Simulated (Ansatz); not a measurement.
Ge:

```
Ge
1.0
    -2.49590    2.65086    1.43695
     2.49590   -2.65086    1.43695
     2.49590    2.65086   -1.43695
Ge
2
Direct
  0.31406 0.06406 0.25000
  0.68594 0.93594 0.75000
```

This isn't the form of Ge at room conditions, which is diamond.

Program: Ansatz 0.2.0. Alike in all runs: task band structure; potentials or basis Ansatz PAW; no spin polarisation; cell as given; k mesh 11 × 11 × 11; cutoff (eV) 420; smearing fermi-dirac 0.05 eV.

Q: Order these runs on this cell by their pressure, lowest first.
A. level BLYP
B. level PBEsol
C. level RPBE
D. level PBE

A: B (-2.5 GPa), D (1.2 GPa), C (2.9 GPa), A (7.4 GPa).

Caveats: the PAW data sets come from PBE, with cores solved anew for the run's functional, which leaves a small shift of forces and pressure (some runs).
